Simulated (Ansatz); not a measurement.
HgTe: pressure against volume per atom

Results calculated with Ansatz 0.2.0, not measured. Periodic Kohn-Sham DFT of a crystal at fixed atoms; pressure and stress are positive in compression; the energy is the free energy less that of spherical unpolarised free atoms; site moments are those in the method's own spheres, positive along +z.

Cell of the first row (space group F-43m, No. 216):
```
cell vectors (Å)
   0.0000     3.1577     3.1577
   3.1577     0.0000     3.1577
   3.1577     3.1577     0.0000
atoms (fractions of the cell vectors)
Hg  0.00000  0.00000  0.00000
Te  0.75000  0.75000  0.75000
```

Settings of every row: method all-electron PAW; functional PBE; relativity scalar; k mesh 11x11x11; filling fermi-dirac; smearing width 0.03 eV; nucleus gaussian.

Atom start moment: 0 on all atoms.

Limits: no spin-orbit coupling on heavy atoms.

```
row  volume per atom (Å³)  pressure (GPa)
  1                31.486           7.936
  2                32.155           6.497
  3                32.825           5.213
  4                 33.16           4.625
  5                33.495           4.068
  6                 33.83               ?
  7                34.165           3.045
  8                34.835           2.131
  9                35.505           1.314
```

Question: what pressure should row 6 give?

Worked fit of pressure. Take u = (V_r/V)^(2/3) − 1 with V_r = 33.328 Å³ an atom, which is twice the finite (Eulerian) strain; such expansions in the strain, on which the Birch-Murnaghan equation of state is built, carry the rest volume and the bulk modulus. The shown rows have u = 0.03863, 0.02417, 0.01019, 0.00337, -0.00333, -0.0164, -0.02905, -0.04131. Least squares give pressure = 4.3415 + 83.031 × u + 247.88 × u² + 294 × u³ GPa; a parabola predicts inner rows, each left out in turn, worse (root mean square 0.0046 against 0.00075 GPa). The rows lie off it by 0.000, 0.000, -0.001, 0.001, 0.000, 0.000, 0.000, 0.000. The withheld row has u = -0.00992, so the fit gives 4.3415 + 83.031 × (-0.00992) + 247.88 × (-0.00992)² + 294 × (-0.00992)³ = 3.542 GPa.

The calculation gave 3.542 GPa. The fit meets it to the printed digit.
